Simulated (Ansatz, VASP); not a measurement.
GaAs in VASP and in Ansatz

INCAR

```
SYSTEM = GaAs
PREC = Accurate
ENCUT = 520
EDIFF = 1E-7
ISMEAR = -1
SIGMA = 0.05
LREAL = .False.
LASPH = .True.
NELM = 60
ALGO = Fast
ISIF = 2
LWAVE = .False.
LCHARG = .False.
GGA = PE
NBANDS = 16
```

Contents of KPOINTS:

```
regular mesh
0
Gamma
  8 8 8
  0 0 0
```

File POSCAR:

```
GaAs
1.0
    0.0000000000      2.8268500000      2.8268500000
    2.8268500000      0.0000000000      2.8268500000
    2.8268500000      2.8268500000      0.0000000000
As Ga
1 1
Direct
    0.7500000000      0.7500000000      0.7500000000
    0.0000000000      0.0000000000      0.0000000000
```

The input KPOINTS_OPT:

```
path GXWKGLUWLK,UX
10
line-mode
reciprocal
 0.0000000000  0.0000000000  0.0000000000  G
 0.5000000000  0.0000000000  0.5000000000  X

 0.5000000000  0.0000000000  0.5000000000  X
 0.5000000000  0.2500000000  0.7500000000  W

 0.5000000000  0.2500000000  0.7500000000  W
 0.3750000000  0.3750000000  0.7500000000  K

 0.3750000000  0.3750000000  0.7500000000  K
 0.0000000000  0.0000000000  0.0000000000  G

 0.0000000000  0.0000000000  0.0000000000  G
 0.5000000000  0.5000000000  0.5000000000  L

 0.5000000000  0.5000000000  0.5000000000  L
 0.6250000000  0.2500000000  0.6250000000  U

 0.6250000000  0.2500000000  0.6250000000  U
 0.5000000000  0.2500000000  0.7500000000  W

 0.5000000000  0.2500000000  0.7500000000  W
 0.5000000000  0.5000000000  0.5000000000  L

 0.5000000000  0.5000000000  0.5000000000  L
 0.3750000000  0.3750000000  0.7500000000  K

 0.6250000000  0.2500000000  0.6250000000  U
 0.5000000000  0.0000000000  0.5000000000  X
```

input.yaml

```yaml
crystal:
  lattice:
    - [0.0, 2.82685, 2.82685]
    - [2.82685, 0.0, 2.82685]
    - [2.82685, 2.82685, 0.0]
  atoms:
    - { symbol: As, position: [0.75, 0.75, 0.75] }
    - { symbol: Ga, position: [0.0, 0.0, 0.0] }
hamiltonian:
  xc: pbe
  pseudopotentials: { kind: paw }
kpoints:
  mp_grid: { grid: [8, 8, 8] }
  band_path:
    path:
      - [[0.0, 0.0, 0.0], [0.5, 0.0, 0.5], [0.5, 0.25, 0.75], [0.375, 0.375, 0.75], [0.0, 0.0, 0.0], [0.5, 0.5, 0.5], [0.625, 0.25, 0.625], [0.5, 0.25, 0.75], [0.5, 0.5, 0.5], [0.375, 0.375, 0.75]]
      - [[0.625, 0.25, 0.625], [0.5, 0.0, 0.5]]
    npoints: 14
scf:
  occupations: { method: fermi_dirac, width: 0.05 }
  n_extra_bands: 6
output:
  forces: true
  stress: true
  eigenvalues: true
  fatbands: false
```

Alike in both runs: task band structure; functional PBE; k mesh 8 × 8 × 8; occupations fermi-dirac, width 0.05 eV; no spin polarisation.

```csv
,VASP,Ansatz
version,VASP 6.6.1,Ansatz 0.2.0
potentials or method,"VASP PAW PBE potentials, release 64 (As, Ga_d)",Ansatz PAW
plane-wave cutoff (eV),520,420
valence electrons in the cell,18,28
```

```tsv
	VASP	Ansatz	Ansatz less VASP
gap on the k mesh at the Fermi level (eV)	0.52	0.52	-0.005
least direct gap on the mesh (eV)	0.52	0.52	-0.005
gap along the band path (eV)	0.52	0.52	-0.005
pressure (GPa)	3.5	3.3	-0.19
```

With one functional, cell and mesh, what is left measures potentials, basis and numerics. The two sets of potentials don't hold the same shells in valence.

PBE gaps usually lie below the measured ones, often by a third to a half.
